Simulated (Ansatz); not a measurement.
Computed with DFT PBE, scalar-relativistic, plane waves, PAW in Ansatz. Cutoff 420 eV, Γ-centred meshes of about 0.25 Å⁻¹ or finer for metals and 0.3 Å⁻¹ for insulators (2π included), Gaussian smearing. No spin polarisation.

Relaxed structures of Hf5C3, with energies over the first row. Coordination counts C atoms around Hf (those within 1.25 times the shortest such distance or 1.15 times the sum of covalent radii, 1.27 where that leaves under three; a plus sign parts nearer from farther groups; a slash parts the counts of unlike sites).

```json
{"#": "1", "form": "Immm", "sites": "Hf 8l, 2d; C 4j, 2b", "V (Å³/atom)": "16.2", "coordination": "Hf 2/4", "ΔE (meV/atom)": "0"}
{"#": "2", "form": "P4/mmm", "sites": "Hf 2g, 2g, 1c; C 2h, 1d", "V (Å³/atom)": "17.1", "coordination": "Hf 2/4", "ΔE (meV/atom)": "167"}
```

A further structure, relaxed alike:

```cif
data_structure
_symmetry_space_group_name_H-M 'Cmmm'
_symmetry_Int_Tables_number 65
_cell_length_a 7.2359
_cell_length_b 10.2390
_cell_length_c 3.3204
_cell_angle_alpha 90.000
_cell_angle_beta 90.000
_cell_angle_gamma 90.000
_cell_volume 246.01
loop_
_atom_site_label
_atom_site_type_symbol
_atom_site_symmetry_multiplicity
_atom_site_Wyckoff_symbol
_atom_site_fract_x
_atom_site_fract_y
_atom_site_fract_z
_atom_site_occupancy
Hf1 Hf 2 a 0.00000 0.00000 0.00000 1
Hf2 Hf 4 e 0.25000 0.25000 0.00000 1
Hf3 Hf 4 h 0.29719 0.00000 0.50000 1
C1 C 2 b 0.50000 0.00000 0.00000 1
C2 C 4 j 0.50000 0.66040 0.50000 1
```

**Question.** Where does it fall in the ranking, and at what energy?

**Answer.** It is the highest, 228 meV/atom above row 1, with space group Cmmm (No. 65) and 15.4 Å³/atom. Counting C atoms around Hf, this cell has Hf 2+2/4/4+2 and row 1 has Hf 2/4. Around Hf on a site of symmetry mmm lie 4 C at 2.34 Å, 4 Hf at 2.72 Å, 4 Hf at 3.13 Å and 2 Hf at 3.32 Å; Hf on a site of symmetry 2/m is surrounded by 4 C at 2.62 Å, 6 Hf at 3.07–3.13 Å, 2 C at 3.13 Å and 2 Hf at 3.32 Å; Hf on a site of symmetry 2mm is surrounded by 2 C at 2.22 Å, 2 C at 2.71 Å, 2 Hf at 2.72 Å and 5 Hf at 2.93–3.07 Å; C on a site of symmetry mmm is surrounded by 4 Hf at 2.22 Å; 1 more site not described.

Spin–orbit coupling, which can matter for Hf, is left out. Cells relaxed within their symmetry can be saddle points.
